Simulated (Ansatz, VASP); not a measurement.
## One calculation of Cr, two programs

Contents of INCAR:

```
PREC = Accurate
ENCUT = 600
EDIFF = 1E-7
ISMEAR = -1
SIGMA = 0.1
LREAL = False
LASPH = True
NELM = 60
ALGO = Normal
ISIF = 3
LWAVE = False
LCHARG = False
GGA = B5
ALDAX = 1.0
AGGAX = 1.0
AGGAC = 1.0
ALDAC = 0.0
IBRION = 2
NSW = 80
EDIFFG = -0.01
```

KPOINTS

```
regular mesh
0
Gamma
  11 11 11
```

POSCAR

```
Cr
1.0
    0.0000000000      2.5297724266      2.5297724266
    2.5297724266      0.0000000000      2.5297724266
    2.5297724266      2.5297724266      0.0000000000
Cr
2
Direct
    0.1250000000      0.1250000000      0.1250000000
    0.8750000000      0.8750000000      0.8750000000
```

Input for Ansatz:

```yaml
crystal:
  lattice:
    - [0.0, 2.5297724266, 2.5297724266]
    - [2.5297724266, 0.0, 2.5297724266]
    - [2.5297724266, 2.5297724266, 0.0]
  atoms:
    - { symbol: Cr, position: [0.125, 0.125, 0.125] }
    - { symbol: Cr, position: [0.875, 0.875, 0.875] }
hamiltonian:
  xc: blyp
  pseudopotentials:
    kind: paw
    azcp:
      Cr: "pseudopotentials/Cr.paw.azcp"
basis:
  ecutwfc: 420
  fft_grid_basis: typed
kpoints:
  mp_grid: { grid: [11, 11, 11], shift: [0, 0, 0] }
magnetization:
  spin_polarized: false
scf:
  occupations: { method: fermi_dirac, width: 0.1 }
relax:
  max_steps: 60
  f_tol: 0.01
  cell: {}
```

The cell was built by a generator and needn't be a form met in nature.

Alike in both runs: task relaxation of cell and atoms; functional BLYP; k mesh 11 × 11 × 11; occupations fermi-dirac, width 0.1 eV; no spin polarisation.

```csv
,VASP,Ansatz
version,VASP 6.6.1,Ansatz 0.2.0
potentials or method,"VASP PAW PBE potentials, release 64 (Cr_pv)","plane waves (420 eV) with PAW, scalar-relativistic"
plane-wave cutoff (eV),600,420
valence electrons in the cell,24,28
```

|  | VASP | Ansatz | Ansatz less VASP |
| --- | --- | --- | --- |
| relaxed volume (Å³/atom) | 17.38 | 17.34 | -0.033 |
| relaxed cell length with the largest relative difference (Å) | 3.663 | 3.661 | -0.0023 |
| energy change over the relaxation (meV/atom) | -26 | -25 | +1.6 |

The two sets of potentials don't hold the same shells in valence.

Caveats: the PAW data sets were made with another functional, which shifts forces and pressure a little (VASP); the run has no spin polarisation, though such a crystal can be magnetic. Spin polarisation is off, so any magnetic state and its effect on volume and gap are missing.
